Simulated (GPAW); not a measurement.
A run of GPAW 26.7.0 is set up as follows.

Contents of run.py:

```python
from ase import Atoms
from ase.dft.bandgap import bandgap
from ase.io import write
from ase.units import GPa
from gpaw import GPAW, PW

atoms = Atoms(['Zn', 'Zn', 'S', 'S'],
              cell=[[3.811, 0.0, 0.0],
                    [-1.9055, 3.3004228138, 0.0],
                    [0.0, 0.0, 6.234]],
              scaled_positions=[[0.6666666667, 0.3333333333, 0.5],
                                [0.3333333333, 0.6666666667, 0.0],
                                [0.6666666667, 0.3333333333, 0.885],
                                [0.3333333333, 0.6666666667, 0.385]],
              pbc=True)

calc = GPAW(mode=PW(450),
            xc='LDA',
            kpts={'size': (7, 7, 4), 'gamma': True},
            occupations={'name': 'fermi-dirac', 'width': 0.05},
            nbands=31,
            maxiter=120,
            txt='gpaw.txt')
atoms.calc = calc
energy = atoms.get_potential_energy()
forces = atoms.get_forces()
stress = atoms.get_stress()
calc.write('gs.gpw')
write('result.traj', atoms)
print(f'Energy: {energy:.6f} eV')
print('Forces (eV/A):')
print(forces.round(4))
print('Stress (GPa):', (stress / GPa).round(3))
print('Fermi level:', round(calc.get_fermi_level(), 4), 'eV')
print(f'Gap: {bandgap(calc)[0]:.4f} eV, direct: {bandgap(calc, direct=True)[0]:.4f} eV')
```

Potentials or basis: the program's PAW data sets (release 1.2.1) made for this functional, pw.

The run is started by

```bash
$ OMP_NUM_THREADS=1 python run.py
```

**Question.** Estimate the band gap on the k mesh.

**Answer.** 1.99 eV, direct.

**Question.** Estimate the pressure.

**Answer.** -4.7 GPa.

**Question.** Estimate the largest force.

**Answer.** 0.290 eV/Å.

Forces on the atoms (eV/Å):
```
Zn   0.000  0.000  0.290
Zn   0.000  0.000  0.290
S    0.000  0.000 -0.290
S    0.000  0.000 -0.290
```

Caveat: the cutoff is short for stress and forces, so pressures can be off by a GPa or more.

**Measured values to compare with.**

A printed reference work, monograph reports, for a bulk crystal of ZnS at 4 K: band gap 3.911 eV (direct).

Against the measured gap of ZnS, 3.911 eV (direct; 4 K; a printed reference work, monograph), the calculated 1.99 eV is off by -1.92 eV. The value is that of LDA, without temperature or zero-point motion. Semilocal functionals fall short of measured gaps as a rule.
